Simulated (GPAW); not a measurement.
# Calculated records

**SnO2 (1T monolayer): G0W0 with GPAW, start to end**

The cell holds 3 atoms: 1 Sn and 2 O. Cell: a = 3.154 Å, b = 3.154 Å, c = 13.400 Å, α = 90.0°, β = 90.0°, γ = 120.0°. Vacuum lies along c.

```xyz
3
Lattice="3.1538 0.0000 0.0000 -1.5769 2.7313 0.0000 0.0000 0.0000 13.4000" Properties=species:S:1:pos:R:3
Sn    0.0000    0.0000    6.7000
O     0.0000    1.8208    7.6885
O     1.5769    0.9104    5.7115
```

```yaml
method: DFT, LDA, plane waves, PAW (and 1 further level or step)
program: GPAW 26.7.0
settings_of_one_run: cutoff 700 eV, GPAW PAW setups 1.2.1 data release, 9×9×1 k-mesh
cost: 4 runs, 4.2 min in all on 4 MPI ranks of Arm Neoverse V1, shared host (the runs of this entry)
notes: Values taken over the cell’s volume include its vacuum. The start is a generated structure, not a measured one. Limits: no spin-orbit coupling. Bands and cutoff are finite, so the gap is not at the basis limit. The miss can reach some tenths of an eV and take either sign; the mesh is an error of its own.
lda_gap: 2.99 eV, indirect
g0w0_gap_on_the_mesh: 5.95 eV
gw_settings: 9×9×1 mesh, 87 bands, screening to 48 eV, full frequency, Hilbert transform
known_limits: not at the basis limit; no spin-orbit coupling
```

G0W0 moves the gap on the mesh from 3.01 eV to 5.95 eV (+2.94 eV), with Z of 0.77 and 0.84 at the edges. Only 2 of the mesh's irreducible points were corrected, so a valley elsewhere could overtake.

[Paths, hosts, dates, memory and timing lines, banners, echoed tables and standing remarks are left out of the program output.]

[Logs are printed without paths, hosts, clocks, repeated set-up lines and the standing remarks that a program may print on its own settings, such as how far it seeks lower states.]

[Runs of the session that timed out or met a known fault of the program may be left out.]

[Hosts, paths, dates, database ids (printed as entryN), source tags and the programs' standing remarks are cut or masked in the printed files.]
